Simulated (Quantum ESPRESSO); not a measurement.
Crystal: Hf.

```
Hf
1.0
     0.00000    2.22000    2.22000
     2.22000    0.00000    2.22000
     2.22000    2.22000    0.00000
Hf
1
Cartesian
  0.0000 0.0000 0.0000
```

This isn't the form of Hf at room conditions, which is hcp.

- Program: Quantum ESPRESSO 7.5
- Task: relaxation of cell and atoms
- Functional: PBEsol
- Dispersion: rVV10
- Potentials or basis: GBRV 1.5 PBEsol
- Cutoff: 612 eV
- Density cutoff: 4898 eV
- k mesh: 10 × 10 × 10
- Occupations: fermi-dirac, width 0.05 eV
- Spin: no spin polarisation

At the start: pressure -4.6 GPa; volume 21.88 Å³/atom.

Task: How do energy, volume and symmetry change on relaxing?

Result: Over 3 steps the energy falls by 11.3 meV/atom and the volume is 20.98 Å³/atom (-4.1 %); space group Fm-3m (No. 225, to 0.05 Å).

Step by step:
```csv
step,energy change (eV),largest force (eV/Å),pressure (GPa),volume (Å³)
1,0.0000,0.0000,-4.55,21.88
2,-0.0102,0.0000,-1.72,21.31
3,-0.0113,0.0000,0.07,20.98
```

Final structure:
```cif
data_structure
_symmetry_space_group_name_H-M 'P 1'
_symmetry_Int_Tables_number 1
_cell_length_a 3.0958
_cell_length_b 3.0958
_cell_length_c 3.0958
_cell_angle_alpha 60.000
_cell_angle_beta 60.000
_cell_angle_gamma 60.000
_cell_volume 20.98
loop_
_atom_site_label
_atom_site_type_symbol
_atom_site_fract_x
_atom_site_fract_y
_atom_site_fract_z
_atom_site_occupancy
Hf1 Hf 0.00000 0.00000 0.00000 1
```

Caveat: rVV10's parameter b was fitted to another functional.
